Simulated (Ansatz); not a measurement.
# SrO: band gap under strain

Aim: follow the gap of SrO (database structure) through these states: no strain; -5.0 % shear in the xy plane; -3.7 % strain along z alone. The table at the end shows which levels were run.

Program: Ansatz 0.2.0. PAW datasets, plane waves. (Simulation; spin polarisation is off.)

## Step 1: The structure to begin with

The unstrained cell was relaxed with r2SCAN; in each strained cell the atoms were relaxed again with r2SCAN. Names of k-points are those of the unstrained zone, where strain can split equivalent points. First state: no strain.

It is hexagonal, P6_3/mmc (No. 194); a = 4.270 Å, c = 5.144 Å in the conventional setting, 20.31 Å³ an atom. Sr has 5 O at 2.47–2.57 Å; O has 5 Sr at 2.47–2.57 Å.

Structure file:

```
Sr O
1.0
     4.27002    0.00000    0.00000
    -2.13501    3.69795    0.00000
     0.00000    0.00000    5.14447
Sr O
2 2
Direct
  0.33333 0.66667 0.93750
  0.66667 0.33333 0.43750
  0.33333 0.66667 0.43750
  0.66667 0.33333 0.93750
```

## Step 2: No strain: PBE

File input.yaml:

```yaml
crystal:
  lattice:
    - [4.2700192582, 0.0, 0.0]
    - [-2.1350096291, 3.6979451522, 0.0]
    - [0.0, 0.0, 5.1444718063]
  atoms:
    - { symbol: Sr, position: [0.3333333333, 0.6666666667, 0.9375] }
    - { symbol: Sr, position: [0.6666666667, 0.3333333333, 0.4375] }
    - { symbol: O, position: [0.3333333333, 0.6666666667, 0.4375] }
    - { symbol: O, position: [0.6666666667, 0.3333333333, 0.9375] }
kpoints:
  mp_grid: { grid: [12, 12, 6] }
  band_path:
    path:
      - [0.0, 0.0, 0.0]
      - [0.5, 0.0, 0.0]
      - [0.3333333333, 0.3333333333, 0.0]
      - [0.0, 0.0, 0.5]
      - [0.5, 0.0, 0.5]
      - [0.3333333333, 0.3333333333, 0.5]
    npoints: 1
hamiltonian:
  xc: pbe
scf:
  occupations: { method: fermi_dirac, width: 0.02 }
  n_extra_bands: 5
output:
  forces: true
  stress: true
  eigenvalues: true
```

Started as:

```sh
ansatz run input.yaml --threads 4 --pin off --max-ram 4608MiB --backend cpu --events-out ev --progress --plain --runs-dir out
```

The runs that follow: No strain: r2SCAN; No strain: HSE06; -5.0 % shear in the xy plane: PBE; -5.0 % shear in the xy plane: r2SCAN; -5.0 % shear in the xy plane: HSE06; -3.7 % strain along z alone: PBE; -3.7 % strain along z alone: r2SCAN; -3.7 % strain along z alone: HSE06.

Before running it: what results should come out?

The runs gave:

Least gap in eV (negative: overlap), with the change from the unstrained cell in brackets:

| state | volume change (%) | PBE | r2SCAN | HSE06 |
| --- | --- | --- | --- | --- |
| no strain | +0.0 | 2.66 | 3.03 | 4.00 |
| -5.0 % shear in the xy plane | -0.1 | 2.65 (-0.01) | 3.03 (+0.00) | 4.00 (+0.00) |
| -3.7 % strain along z alone | -3.7 | 2.62 (-0.04) | 2.98 (-0.05) | 4.00 (+0.00) |

**Reading.** The HSE06 gap hardly moves: by 0.009 eV at most. PBE and HSE06 differ by 1.35 eV on the unstrained gap, and by at most 0.03 eV on its change.
